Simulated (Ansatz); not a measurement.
Runs of Ansatz 0.2.0 on Re. The structure is hexagonal, space group P6_3/mmc (No. 194). The conventional cell has a = 2.761 Å, b = 2.761 Å, c = 4.458 Å, α = 90.00°, β = 90.00°, γ = 120.00°. Re (site symmetry -6m2) has 12 Re at 2.74 to 2.76 Å as nearest neighbours. 

| task | level | cell | k mesh | cutoff (eV) | smearing | gap on the mesh (eV) | pressure (GPa) | relaxed volume (Å³/atom) |
| --- | --- | --- | --- | --- | --- | --- | --- | --- |
| relaxation of cell and atoms | PBEsol | relaxed | 11 × 11 × 6 | - | fermi-dirac 0.05 eV | - | 0.0 | (a) |
| relaxation of cell and atoms | BLYP+D3(BJ) | relaxed | 11 × 11 × 6 | - | fermi-dirac 0.05 eV | - | 0.0 | 14.78 |
| single point | PBE | as given | 11 × 11 × 6 | 281 | gaussian 0.027 eV | none | 5.9 | - |
| phonons | LDA | as given | 8 × 8 × 5 | 304 | fermi-dirac 0.05 eV | none | - | - |
| single point | PBE | as given | 11 × 11 × 6 | 281 | gaussian 0.026 eV | none | 5.9 | - |
| band structure | PBEsol | as given | 11 × 11 × 6 | 281 | fermi-dirac 0.05 eV | - | -4.1 | - |
| band structure | RPBE | as given | 11 × 11 × 6 | 281 | fermi-dirac 0.05 eV | - | 10.0 | - |
| relaxation of cell and atoms | RPBE+D4 | relaxed | 11 × 11 × 6 | - | fermi-dirac 0.05 eV | - | 0.0 | (b) |

Alike in all rows: potentials or basis all-electron LAPW, scalar-relativistic; no spin polarisation; basis error allowed 0.001 eV/atom.

Q: Fill in the values left out.

A: (a) 14.56; (b) 14.60.

Caveats: the k mesh is thin for a metal, which can move the energy by tens of meV per atom (some runs); a metal's response needs a denser mesh (some runs).

A k mesh can miss the band edges, and the runs leave out spin-orbit coupling on Re.

A gap of «none» marks a metal or a gap under the smearing width.

Not every run made on this cell is shown here.
